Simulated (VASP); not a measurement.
# A VASP 6.6.1 single-point calculation on InAs

INCAR

```
LWAVE = .FALSE.
GGA = PE
NBANDS = 16
NSW = 0
ISMEAR = -1
LREAL = .FALSE.
LCHARG = .FALSE.
EDIFF = 1E-7
ENCUT = 520
NELM = 120
PREC = Accurate
LASPH = .TRUE.
ISIF = 2
SIGMA = 0.02
IBRION = -1
```

KPOINTS

```
KPOINTS created by Atomic Simulation Environment
0
Gamma
4 4 4
0 0 0
```

POSCAR

```
In As
 1.0000000000000000
     0.0000000000000000    3.0545904730571598    3.0545904730571598
     3.0545904730571598    0.0000000000000000    3.0545904730571598
     3.0545904730571598    3.0545904730571598    0.0000000000000000
 In  As
   1   1
Cartesian
  0.0000000000000000  0.0000000000000000  0.0000000000000000
  1.5272952365285799  1.5272952365285799  1.5272952365285799
```

The recommended PBE PAW datasets give the neutral cell 18 valence electrons.

Command

```
mpirun -np 1 vasp_std
```

Predict the outcome of this run.

It converged. Results: gap between bands v and c on the k mesh 0.00 eV; least direct gap on the k mesh 0.00 eV; pressure 2.6 GPa. Band v is the last that the valence electrons fill when counted band by band, and c is the next.

OSZICAR

```
N       E                     dE             d eps       ncg     rms          rms(c)
DAV:   1     0.112108933965E+03    0.11211E+03   -0.83380E+03   256   0.117E+03
DAV:   2    -0.226543835758E+00   -0.11234E+03   -0.10730E+03   288   0.290E+02
DAV:   3    -0.766586712328E+01   -0.74393E+01   -0.74102E+01   352   0.727E+01
DAV:   4    -0.785570977451E+01   -0.18984E+00   -0.18936E+00   320   0.131E+01
DAV:   5    -0.786288150329E+01   -0.71717E-02   -0.71716E-02   392   0.202E+00    0.438E+00
DAV:   6    -0.759615164006E+01    0.26673E+00   -0.39548E-01   416   0.102E+01    0.244E+00
DAV:   7    -0.757082728973E+01    0.25324E-01   -0.12326E-01   368   0.294E+00    0.717E-01
DAV:   8    -0.757260118809E+01   -0.17739E-02   -0.13948E-02   320   0.132E+00    0.192E-01
DAV:   9    -0.757342455354E+01   -0.82337E-03   -0.11672E-03   304   0.283E-01    0.108E-01
DAV:  10    -0.757360225276E+01   -0.17770E-03   -0.19898E-04   320   0.191E-01    0.608E-02
DAV:  11    -0.757365599089E+01   -0.53738E-04   -0.13168E-04   280   0.117E-01    0.426E-02
DAV:  12    -0.757365730185E+01   -0.13110E-05   -0.66705E-06   312   0.257E-02    0.104E-02
DAV:  13    -0.757365775571E+01   -0.45386E-06   -0.17740E-06   304   0.828E-03    0.296E-03
DAV:  14    -0.757365778406E+01   -0.28347E-07   -0.13294E-07   328   0.296E-03
   1 F= -.75736578E+01 E0= -.75730611E+01  d E =-.119346E-02
```

These settings aren't sound, so the numbers aren't properties of the crystal.

On sound settings PBE gives a gap of 0.00 eV on its mesh and a pressure of 2.1 GPa for the intended cell.
